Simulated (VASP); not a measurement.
# Mg (P6_3/mmc) in VASP: elastic constants with LDA

Aim: the elastic constants of Mg with LDA.

Program: VASP 6.6.1. These are calculated values, not measurements. Logs are shortened: lines on timing, memory, paths and dates and some standing lists are left out, and cuts for length are marked.

### 1 The structure

It takes space group P6_3/mmc (No. 194, hexagonal). Conventional cell: a = 3.209 Å, b = 3.209 Å, c = 5.210 Å, α = 90.00°, β = 90.00°, γ = 120.00°. Mg (site symmetry -6m2) has 12 Mg at 3.20 to 3.21 Å as nearest neighbours.

### 2 Elastic constants, LDA

File POSCAR:

```
Mg
1.0
    3.2093000000      0.0000000000      0.0000000000
   -1.6046500000      2.7793353300      0.0000000000
    0.0000000000      0.0000000000      5.2103000000
Mg
2
Direct
    0.3333333300      0.6666666700      0.2500000000
    0.6666666700      0.3333333300      0.7500000000
```

File INCAR.step1:

```
ALGO = Normal
EDIFF = 1E-8
EDIFFG = -0.002
ENCUT = 350
IBRION = 2
ISIF = 3
ISMEAR = 0
LASPH = T
LCHARG = F
LREAL = F
LWAVE = F
NELM = 60
NSW = 40
PREC = Accurate
SIGMA = 0.1
```

File INCAR.step2:

```
ALGO = Normal
EDIFF = 1E-8
ENCUT = 350
IBRION = 6
ISIF = 3
ISMEAR = 0
LASPH = T
LCHARG = F
LREAL = F
LWAVE = F
NELM = 60
NFREE = 2
NSW = 1
POTIM = 0.015
PREC = Accurate
SIGMA = 0.1
```

File KPOINTS:

```
k-points
0
Gamma
  15 15 8
```

Potentials or basis: VASP PAW LDA potentials, release 64 (Mg).

Started as:

```bash
cat potpaw_LDA.64/Mg/POTCAR > POTCAR
cp INCAR.step1 INCAR
mpirun -np 1 vasp_std > vasp.out
cp CONTCAR POSCAR
cp INCAR.step2 INCAR
mpirun -np 1 vasp_std > vasp.out
```

OUTCAR:

```text
EDIFF = 1E-8
   ENCUT = 350
   IBRION = 6
   ISIF = 3
   ISMEAR = 0
   LASPH = T
   LREAL = F
   NELM = 60
   NFREE = 2
   NSW = 1
   POTIM = 0.015
   PREC = Accurate

 ion  position               nearest neighbor table
   1  0.333  0.667  0.250-   2 3.10   2 3.10   2 3.10   2 3.10   2 3.10   2 3.10
   2  0.667  0.333  0.750-   1 3.10   1 3.10   1 3.10   1 3.10   1 3.10   1 3.10

  LATTYP: Found a hexagonal cell.
 ALAT       =     3.1381739361
 C/A-ratio  =     1.6011372837

  Lattice vectors:

 A1 = (   3.1381739361,   0.0000000000,   0.0000000000)
 A2 = (  -1.5690869681,   2.7177383517,   0.0000000000)
 A3 = (   0.0000000000,   0.0000000000,   5.0246472919)

Analysis of symmetry for initial positions (statically):
=====================================================================
 Subroutine PRICEL returns:
 Original cell was already a primitive cell.

 Routine SETGRP: Setting up the symmetry group for a
 hexagonal supercell.

 Subroutine GETGRP returns: Found 24 space group operations
 (whereof 12 operations were pure point group operations)
 out of a pool of 24 trial point group operations.

The static configuration has the point symmetry D_3d.
 The point group associated with its full space group is D_6h.

Analysis of symmetry for dynamics (positions and initial velocities):
=====================================================================
 Subroutine PRICEL returns:
 Original cell was already a primitive cell.

 Routine SETGRP: Setting up the symmetry group for a
 hexagonal supercell.

 Subroutine GETGRP returns: Found 24 space group operations
 (whereof 12 operations were pure point group operations)
 out of a pool of 24 trial point group operations.

The dynamic configuration has the point symmetry D_3d.
 The point group associated with its full space group is D_6h.

 Subroutine INISYM returns: Found 24 space group operations
 (whereof 12 operations are pure point group operations),
 and found     1 'primitive' translations

----------------------------------------------------------------------------------------

                                     Primitive cell

  volume of cell :      42.8539

  direct lattice vectors                    reciprocal lattice vectors
     3.138173936  0.000000000  0.000000000     0.318656652  0.183976504  0.000000000
    -1.569086968  2.717738352  0.000000000     0.000000000  0.367953007  0.000000000
     0.000000000  0.000000000  5.024647292     0.000000000  0.000000000  0.199018944

  length of vectors
     3.138173936  3.138173937  5.024647292     0.367953008  0.367953007  0.199018944

  position of ions in fractional coordinates (direct lattice)
     0.333333330  0.666666670  0.250000000
     0.666666670  0.333333330  0.750000000

  ion indices of the primitive-cell ions
   primitive index   ion index
                 1           1
                 2           2

----------------------------------------------------------------------------------------

 KPOINTS: k-points

Automatic generation of k-mesh.
 Grid dimensions read from file:
 generate k-points for:   15   15    8

 Generating k-lattice:

  Cartesian coordinates                     Fractional coordinates (reciprocal lattice)
     0.021243777  0.012265100  0.000000000     0.066666667  0.000000000  0.000000000
     0.000000000  0.024530200  0.000000000     0.000000000  0.066666667  0.000000000
     0.000000000  0.000000000  0.024877368     0.000000000  0.000000000  0.125000000

  Length of vectors
     0.024530201  0.024530200  0.024877368

  Shift w.r.t. Gamma in fractional coordinates (k-lattice)
     0.000000000  0.000000000  0.000000000

 Subroutine IBZKPT returns following result:
 ===========================================

 Found    135 irreducible k-points:

 Following reciprocal coordinates:
[... 62 lines left out ...]
   IMIX   =      4    mixing-type and parameters
     AMIX     =   0.40;   BMIX     =  1.00
     AMIX_MAG =   1.60;   BMIX_MAG =  1.00
  volume/ion in A,a.u.               =      21.43       144.60
  Fermi-wavevector in a.u.,A,eV,Ry     =   0.742617  1.403342  7.503336  0.551480
  Thomas-Fermi vector in A             =   1.837538
   LORBIT       =      0    0 simple, 1 ext, 2 COOP (PROOUT), +10 PAW based schemes
   GGA     = CA    functional components
   LHFCALC =     F    Hartree Fock is set to
   AEXX    =    0.0000 exact exchange contribution
   IVDW    =     0    specifies the selected vdW correction
   LEPSILON=     F    determine dielectric tensor
   LRPA    =     F    only Hartree local field effects (RPA)
 finite differences with symmetry
 non-spin polarized calculation
 Gauss-broadening in eV      SIGMA  =   0.10
  energy-cutoff  :      350.00
  volume of cell :       42.85
 maximum number of plane-waves:       651
 NGX is ok and might be reduce to    20
   NGX =  9   NGY =  9   NGZ = 15

--------------------------------------- Ionic step        1  -------------------------------------------

 number of electron       4.0000000 magnetization

 Free energy of the ion-electron system (eV)
  ---------------------------------------------------
  ext. energy  EPLUGINS =         0.00000000
  ---------------------------------------------------
  free energy    TOTEN  =        -3.62305328 eV

  energy without entropy =       -3.61840700  energy(sigma->0) =       -3.62073014

------------------------ aborting loop because EDIFF is reached ----------------------------------------

  FORCE on cell =-STRESS in cart. coord.  units (eV):
  Direction    XX          YY          ZZ          XY          YZ          ZX
  --------------------------------------------------------------------------------------
  -------------------------------------------------------------------------------------
  Total       -0.0013151     -0.0013151     -0.0017043      0.0000000      0.0000000      0.0000000
  in kB       -0.0491686     -0.0491686     -0.0637186      0.0000000      0.0000000      0.0000000
  external PRESSURE =      -0.0540186 kB  Pullay stress =       0.0000000 kB
[... 89 lines left out ...]
  FREE ENERGIE OF THE ION-ELECTRON SYSTEM (eV)
  ---------------------------------------------------
  free  energy   TOTEN  =        -3.6209368912 eV

  energy  without entropy=       -3.6165920604  energy(sigma->0) =       -3.61876448

[... ionic steps 4 to 14 ...]

--------------------------------------- Ionic step       15  -------------------------------------------

 number of electron       4.0000000 magnetization

------------------------ aborting loop because EDIFF is reached ----------------------------------------
[... 67 lines left out ...]
--------------------------------------- Ionic step       17  -------------------------------------------

 number of electron       4.0000000 magnetization

 Free energy of the ion-electron system (eV)
  ---------------------------------------------------
  ext. energy  EPLUGINS =         0.00000000
  ---------------------------------------------------
  free energy    TOTEN  =        -3.62269865 eV

  energy without entropy =       -3.61804851  energy(sigma->0) =       -3.62037358

 E-fermi :   2.8324     XC(G=0):  -8.9045

 val. band max:        2.8076880765   @ k =   0.3333   0.1333   0.1250
 cond. band min:       2.8424292598   @ k =   0.2667   0.2667   0.2500
 fundamental gap:      0.0347411833
 Fermi energy:         2.8324351634

 k-point     1 :       0.0000    0.0000    0.0000
  band No.  band energies     occupation
      1      -4.3840      2.00000
      2       1.1488      2.00000
      3       1.6977      2.00000
      4      13.9832      0.00000
      5      13.9832      0.00000
      6      14.1349      0.00000
[... 199 lines left out ...]
 k-point    24 :       0.4000    0.2000    0.0000
  band No.  band energies     occupation
      1       1.1302      2.00000
      2       1.1602      2.00000
      3       4.7529      0.00000
      4       6.1550      0.00000
      5       6.5248      0.00000
      6       6.8645      0.00000

 [... further k-points ...]

------------------------ aborting loop because EDIFF is reached ----------------------------------------

  FORCE on cell =-STRESS in cart. coord.  units (eV):
  Direction    XX          YY          ZZ          XY          YZ          ZX
  --------------------------------------------------------------------------------------
  -------------------------------------------------------------------------------------
  Total       -0.0007730     -0.0007730      0.0001334      0.0000000      0.0000000      0.0000000
  in kB       -0.0288993     -0.0288993      0.0049890      0.0000000      0.0000000      0.0000000
  external PRESSURE =      -0.0176032 kB  Pullay stress =       0.0000000 kB
[... 17 lines left out ...]
  FREE ENERGIE OF THE ION-ELECTRON SYSTEM (eV)
  ---------------------------------------------------
  free  energy   TOTEN  =        -3.6226986489 eV

  energy  without entropy=       -3.6180485055  energy(sigma->0) =       -3.62037358

 INTERNAL STRAIN TENSORS FROM STRAINED CELLS
 ============================================

 INTERNAL STRAIN TENSOR FOR ION    1 for displacements in x,y,z  (eV/Angst):
          X           Y           Z          XY          YZ          ZX
  --------------------------------------------------------------------------------
  x     0.00000    -0.00000     0.00000    -0.86027    -0.00000    -0.00000
  y    -0.88557     0.88773    -0.00000     0.00000     0.00000    -0.00000
  z    -0.00000     0.00000     0.00000     0.00000     0.00986     0.00000

 INTERNAL STRAIN TENSORS FROM DISPLACED ATOMS
 ============================================

 INTERNAL STRAIN TENSOR FOR ION    1 for displacements in x,y,z  (eV/Angst):
          X           Y           Z          XY          YZ          ZX
  --------------------------------------------------------------------------------
  x    -0.00000     0.00000     0.00000    -0.89957     0.00000     0.00000
  y    -0.89957     0.89957    -0.00000     0.00000     0.00000     0.00000
  z     0.00000     0.00000    -0.00000    -0.00000     0.00000     0.00000

 INTERNAL STRAIN TENSOR FOR ION    2 for displacements in x,y,z  (eV/Angst):
          X           Y           Z          XY          YZ          ZX
  --------------------------------------------------------------------------------
  x     0.00000     0.00000     0.00000     0.89957     0.00000     0.00000
  y     0.89957    -0.89957     0.00000     0.00000     0.00000     0.00000
  z    -0.00000    -0.00000     0.00000     0.00000     0.00000     0.00000

 Eigenvectors and eigenvalues of the dynamical matrix
 ----------------------------------------------------

   1 f  =    7.961908 THz    50.026140 2PiTHz  265.580648 cm-1    32.927789 meV
             X         Y         Z           dx          dy          dz
     -0.000000  1.811826  1.256162    -0.000000    0.000000    0.707107
      1.569087  0.905913  3.768485     0.000000   -0.000000   -0.707107
[... 16 lines left out ...]
   5 f  =    0.000000 THz     0.000000 2PiTHz    0.000000 cm-1     0.000000 meV
             X         Y         Z           dx          dy          dz
     -0.000000  1.811826  1.256162    -0.707107    0.000000    0.000000
      1.569087  0.905913  3.768485    -0.707107    0.000000    0.000000

   6 f/i=    0.000000 THz     0.000001 2PiTHz    0.000003 cm-1     0.000000 meV
             X         Y         Z           dx          dy          dz
     -0.000000  1.811826  1.256162    -0.000000   -0.114354   -0.697799
      1.569087  0.905913  3.768485    -0.000000   -0.114354   -0.697799

--------------------------------------------------------------------------------------------------------

 ELASTIC MODULI CONTR FROM IONIC RELAXATION (kBar)
 Direction    XX          YY          ZZ          XY          YZ          ZX
 --------------------------------------------------------------------------------
 XX         -37.4349     37.4349     -0.0000     -0.0000      0.0000      0.0000
 YY          37.4349    -37.4349      0.0000      0.0000      0.0000      0.0000
 ZZ          -0.0000      0.0000     -0.0000     -0.0000      0.0000      0.0000
 XY          -0.0000      0.0000     -0.0000    -37.4349      0.0000      0.0000
 YZ           0.0000      0.0000      0.0000      0.0000      0.0000      0.0000
 ZX           0.0000      0.0000      0.0000      0.0000      0.0000      0.0000
 --------------------------------------------------------------------------------

 TOTAL ELASTIC MODULI (kBar)
 Direction    XX          YY          ZZ          XY          YZ          ZX
 --------------------------------------------------------------------------------
 XX         636.5406    363.3389    221.8550     -0.0000     -0.0000      0.0000
 YY         363.3389    636.5406    221.8550      0.0000     -0.0000      0.0000
 ZZ         221.8550    221.8550    794.2020     -0.0000      0.0000      0.0000
 XY          -0.0000      0.0000     -0.0000    136.6008      0.0000      0.0000
 YZ           0.0000     -0.0000      0.0000      0.0000    154.5350      0.0000
 ZX           0.0000     -0.0000     -0.0000      0.0000      0.0000    154.5350
 --------------------------------------------------------------------------------
```

Run time: 2.6 min. Hardware: 1 thread of Intel Xeon 6975P-C (Granite Rapids), shared host; peak memory 0.26 GiB.

Results:

```yaml
Relaxed_volume: 21.43 Å³/atom
Relaxed_cell: a = 3.138 Å, b = 3.138 Å, c = 5.025 Å, α = 90.00°, β = 90.00°, γ = 120.00°
Space_group_after_relaxing_to_0.05_Å: P6_3/mmc (No. 194)
Voigt_bulk_modulus: 41 GPa
Highest_phonon_frequency_at_Γ: 266 cm⁻¹
```

Step by step:
```
step  energy change (eV)  largest force (eV/Å)  pressure (GPa)  volume (Å³)
   1              0.0000                0.0000           -2.81        46.47
   2             -0.0322                0.0000           -0.85        43.78
   3             -0.0349                0.0000           -0.02        42.87
   4             -0.0349                0.0000            0.04        42.80
   5             -0.0351                0.0000            0.04        42.81
   6             -0.0351                0.0000            0.03        42.82
   7             -0.0351                0.0000            0.03        42.82
   8             -0.0351                0.0000            0.00        42.85
```

Final structure:
```
Mg
1.0
     3.13817    0.00000    0.00000
    -1.56909    2.71774    0.00000
     0.00000    0.00000    5.02465
Mg
2
Direct
  0.33333 0.66667 0.25000
  0.66667 0.33333 0.75000
```

Phonon frequencies in cm⁻¹ (negative: imaginary):
```tsv
q point	frequencies
(0.000, 0.000, 0.000)	0 0 0 134 134 266
```

Elastic tensor in Voigt notation (GPa, in the Cartesian axes of the cell as first typed):
```
64 36 22  0  0  0
36 64 22  0  0  0
22 22 79  0  0  0
 0  0  0 15  0  0
 0  0  0  0 15  0
 0  0  0  0  0 14
```

Clamped-ion elastic tensor (GPa):
```
67 33 22  0  0  0
33 67 22  0  0  0
22 22 79  0  0  0
 0  0  0 15  0  0
 0  0  0  0 15  0
 0  0  0  0  0 17
```
